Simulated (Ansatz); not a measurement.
TiO:

```
CELL_PARAMETERS angstrom
3.03100 0.00000 0.00000
-1.51550 2.62492 0.00000
0.00000 0.00000 3.23770
ATOMIC_POSITIONS crystal
Ti 0.66667 0.33333 0.00000
O 0.00000 0.00000 0.50000
```

Base run:

```yaml
Program: Ansatz 0.2.0
Functional: PBEsol
Potentials_or_basis: Ansatz PAW
Cutoff: "420 eV (not typed: the program's choice for these potentials)"
k_mesh: 10 × 10 × 8
Occupations: fermi-dirac, width 0.05 eV
Spin: no spin polarisation
Hubbard_terms: Ti d U = 5 eV
```

Its results: band gap on the k mesh 0.24 eV, indirect (least direct gap 0.47 eV); pressure -34.0 GPa.

Task: After a change of settings the same cell gave: band gap on the k mesh 1.14 eV, indirect (least direct gap 2.60 eV); pressure -11.1 GPa. Which change was it?
A. hubbard terms from Ti d U = 5 eV to none; hubbard projectors from ortho-atomic (the default) to none
B. hubbard terms from Ti d U = 5 eV to Ti d U = 2 eV
C. hubbard terms from Ti d U = 5 eV to Ti d U = 8 eV

Result: C.

Caveats: the PAW data sets come from PBE, with cores solved anew for the run's functional, which leaves a small shift of forces and pressure; a pressure of tens of GPa on the cell as given is suspect, and the run, the potentials or the cell itself is likely at fault (some runs).
